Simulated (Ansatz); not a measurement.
# Te2Mo: the cost of one run

Program: Ansatz 0.2.0. Level of theory: DFT PBE+D3(BJ), scalar-relativistic, plane waves, PAW. These are calculated values, not measurements.

2 further runs of the same task are left out: 2 set aside as unsound or not needed.

## (1) Starting point

Symmetry: P2_1/m, No. 11, monoclinic system. Conventional cell: a = 6.333 Å, b = 3.468 Å, c = 13.315 Å, α = 90.00°, β = 94.21°, γ = 90.00°. Te (site symmetry m) has 3 Mo at 2.79 to 2.80 Å as nearest neighbours. Te (site symmetry m) has 3 Mo at 2.70 Å as nearest neighbours. Te (site symmetry m) has 3 Mo at 2.70 to 2.71 Å as nearest neighbours. Around Mo (site symmetry m) lie 6 Te at 2.70 to 2.80 Å and 2 Mo at 2.88 Å.

Coordinates:

```
CELL_PARAMETERS angstrom
6.33269 0.00000 -0.09681
0.00000 3.46798 0.00000
-0.77445 0.00000 13.29206
ATOMIC_POSITIONS crystal
Te 0.41096 0.00000 0.89333
Te 0.58904 0.50000 0.10667
Te 0.90329 0.50000 0.84457
Te 0.09671 0.00000 0.15543
Te 0.44373 0.50000 0.65472
Te 0.55627 0.00000 0.34528
Te 0.94671 0.00000 0.60711
Te 0.05329 0.50000 0.39289
Mo 0.81777 0.00000 0.99186
Mo 0.18223 0.50000 0.00814
Mo 0.68026 0.50000 0.49356
Mo 0.31974 0.00000 0.50644
```

It goes back to an entry of the Materials Project.

It is the result of an earlier relaxation at this level (volume 24.30 Å³/atom; gap on the mesh: none (metal)).

## (2) Relaxing to 0.001 eV/Å, with the smearing for a metal

Response runs need a geometry at rest under their own mesh and occupations; hence this stricter relaxation.

input.yaml reads:

```yaml
crystal:
  lattice:
    - [6.3326856093, 0.0, -0.0968072234]
    - [0.0, 3.4679783001, 0.0]
    - [-0.7744469916, 0.0, 13.2920588879]
  atoms:
    - { symbol: Te, position: [0.4109648268, 0.0, 0.8933332532] }
    - { symbol: Te, position: [0.5890351732, 0.5, 0.1066667468] }
    - { symbol: Te, position: [0.903285424, 0.5, 0.8445689813] }
    - { symbol: Te, position: [0.096714576, 0.0, 0.1554310187] }
    - { symbol: Te, position: [0.4437334678, 0.5, 0.6547166633] }
    - { symbol: Te, position: [0.5562665322, 0.0, 0.3452833368] }
    - { symbol: Te, position: [0.9467052107, 0.0, 0.6071118404] }
    - { symbol: Te, position: [0.0532947893, 0.5, 0.3928881596] }
    - { symbol: Mo, position: [0.817767173, 0.0, 0.9918636375] }
    - { symbol: Mo, position: [0.182232827, 0.5, 0.0081363625] }
    - { symbol: Mo, position: [0.6802640062, 0.5, 0.4935598098] }
    - { symbol: Mo, position: [0.3197359938, 0.0, 0.5064401902] }
basis:
  ecutwfc: 420
kpoints:
  mp_grid: { grid: [6, 10, 4] }
hamiltonian:
  xc: pbe
  dispersion: d3bj
scf:
  occupations: { method: fermi_dirac, width: 0.15 }
output:
  forces: true
  stress: true
  eigenvalues: true
relax:
  adjacent_minimum: "off"
  f_tol: 0.001
  max_steps: 60
  cell: { stress_tol: 0.01 }
```

On the command line:

```console
> ansatz run input.yaml --threads 8 --pin off --max-ram 22528MiB --backend cpu --events-out ev --progress --plain --runs-dir out
```

**Question.** How long does this run take on 8 threads of an x86-64 CPU, shared host, and how much memory does it need?

About 1.8 min, with a peak of 2.8 GiB.
